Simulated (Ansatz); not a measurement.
**Ga: from a first guess to the relaxed bcc type**

First guess:

```yaml
crystal:
  lattice:
    - [-1.48232, 1.48232, 1.48232]
    - [1.48232, -1.48232, 1.48232]
    - [1.48232, 1.48232, -1.48232]
  atoms:
    - { symbol: Ga, position: [0.00000, 0.00000, 0.00000] }
```

These are results of DFT, PBE, PAW with Ansatz's default frozen-core files, scalar-relativistic (Ansatz 0.2.0), not measurements.

Cell and atoms relax within the symmetry of the start on a 17×17×17 k mesh with 0.03 eV Fermi–Dirac smearing.

The start is built from a prototype, known or not as a phase of this compound; the cutoff is 420 eV.

Q: What is the pressure of the first guess?

A: 47.9 GPa.

Q: What does it relax to?

A: a = 3.376 Å, b = 3.376 Å, c = 3.376 Å, α = 90.00°, β = 90.00°, γ = 90.00° (conventional cell), 19.24 Å³ per atom:
Space group Im-3m (No. 229). a = 3.376 Å, b = 3.376 Å, c = 3.376 Å, α = 90.00°, β = 90.00°, γ = 90.00°
```
atom  site  symmetry       x       y       z
  Ga    2a      m-3m  0.0000  0.0000  0.0000
```

Q: How much energy does the relaxation release?

A: 637 meV/atom.
